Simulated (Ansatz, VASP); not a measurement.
## Ge: VASP beside Ansatz

Contents of INCAR:

```
  PREC = Accurate
  ENCUT = 520
  EDIFF = 1E-7
  ISMEAR = -1
  SIGMA = 0.05
  LREAL = False
  LASPH = True
  NELM = 60
  ALGO = Normal
  ISIF = 2
  LWAVE = False
  LCHARG = True
  GGA = PE
  LELF = True
  LVHAR = True
  NBANDS = 13
```

File KPOINTS:

```
regular mesh
0
Gamma
  10 10 10
```

The input POSCAR:

```
Ge
1.0
    2.7104700000     -0.0542094000      0.0000000000
   -0.0542094000      2.7104700000      0.0000000000
    0.0000000000      0.0000000000      2.7104700000
Ge
1
Direct
    0.0000000000      0.0000000000      0.0000000000
```

The input input.yaml:

```yaml
crystal:
  lattice:
    - [2.71047, -0.0542094, 0.0]
    - [-0.0542094, 2.71047, 0.0]
    - [0.0, 0.0, 2.71047]
  atoms:
    - { symbol: Ge, position: [0.0, 0.0, 0.0] }
hamiltonian:
  xc: pbe
  pseudopotentials: { kind: paw }
kpoints:
  mp_grid: { grid: [10, 10, 10] }
scf:
  occupations: { method: fermi_dirac, width: 0.05 }
output:
  forces: true
  stress: true
  eigenvalues: true
```

Change from the starting cell: strain = -0.04.

Alike in both runs: task single point; functional PBE; k mesh 10 × 10 × 10; occupations fermi-dirac, width 0.05 eV; no spin polarisation.

|  | VASP | Ansatz |
| --- | --- | --- |
| version | VASP 6.6.1 | Ansatz 0.2.0 |
| potentials or method | VASP PAW PBE potentials, release 64 (Ge_d) | Ansatz PAW |
| plane-wave cutoff (eV) | 520 | 420 |
| valence electrons in the cell | 14 | 14 |

Ansatz gave:

```
gap on the k mesh at the Fermi level (eV)       : none
pressure (GPa)                                  : -0.4
largest component of the traceless stress (GPa) : 0.79
```

Problem. Which values does VASP return?

Solution. gap on the k mesh at the Fermi level (eV): none; pressure (GPa): -0.5; largest component of the traceless stress (GPa): 0.79.

A gap of «none» marks a metal or a gap that the smearing closes. With one functional, cell and mesh, what is left measures potentials, basis and numerics.
